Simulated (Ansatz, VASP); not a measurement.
## Two plane-wave programs on Ta

File POSCAR:

```
Ta
1.0
    0.0000000000      2.1315190305      2.1315190305
    2.1315190305      0.0000000000      2.1315190305
    2.1315190305      2.1315190305      0.0000000000
Ta
1
Direct
    0.0000000000      0.0000000000      0.0000000000
```

File INCAR.step1:

```
SYSTEM = Ta
PREC = Accurate ; ENCUT = 520
ISMEAR = -1 ; SIGMA = 0.1
LREAL = .False. ; LASPH = .True.
NELM = 100 ; NBANDS = 12
GGA = PE ; ALGO = Normal
EDIFF = 1E-4 ; LWAVE = .True.
LCHARG = .False.
```

INCAR.step2

```
SYSTEM = Ta
PREC = Accurate ; ENCUT = 520
EDIFF = 1E-6 ; ISMEAR = -1
SIGMA = 0.1 ; LREAL = .False.
LASPH = .True. ; NELM = 100
ALGO = Normal ; ISIF = 2
LWAVE = .False. ; LCHARG = .True.
METAGGA = R2SCAN ; LMIXTAU = .True.
LELF = .True. ; LVHAR = .True.
NBANDS = 12 ; ISTART = 1
```

The input KPOINTS:

```
Automatic mesh
0
Gamma
  14 14 14
  0 0 0
```

Input for Ansatz:

```yaml
crystal:
  lattice:
    - [0.0, 2.1315190305, 2.1315190305]
    - [2.1315190305, 0.0, 2.1315190305]
    - [2.1315190305, 2.1315190305, 0.0]
  atoms:
    - { symbol: Ta, position: [0.0, 0.0, 0.0] }
hamiltonian:
  xc: r2scan
  pseudopotentials:
    kind: paw
    azcp:
      Ta: "pseudopotentials/Ta.paw.azcp"
basis:
  ecutwfc: 500
  fft_grid_basis: typed
kpoints:
  mp_grid: { grid: [14, 14, 14], shift: [0, 0, 0] }
magnetization:
  spin_polarized: false
scf:
  occupations: { method: fermi_dirac, width: 0.1 }
  lower_state_search: "off"
output:
  stress: true
```

Alike in both runs: task single point; functional r2SCAN; k mesh 14 × 14 × 14; occupations fermi-dirac, width 0.1 eV; no spin polarisation.

|  | VASP | Ansatz |
| --- | --- | --- |
| version | VASP 6.6.1 | Ansatz 0.2.0 |
| potentials or method | VASP PAW PBE potentials, release 64 (Ta_pv) | plane waves (500 eV) with PAW, scalar-relativistic |
| plane-wave cutoff (eV) | 520 | 500 |
| valence electrons in the cell | 11 | 13 |

Ansatz gave:

| Quantity | Value |
| --- | --- |
| pressure (GPa) | -7.2 |

Which values does VASP return?

Pressure (GPa): -6.7.

The two sets of potentials don't hold the same shells in valence.

Caveats: the PAW data sets were made with another functional, which shifts forces and pressure a little (VASP). The runs have no spin-orbit coupling, so splittings on Ta are missing.
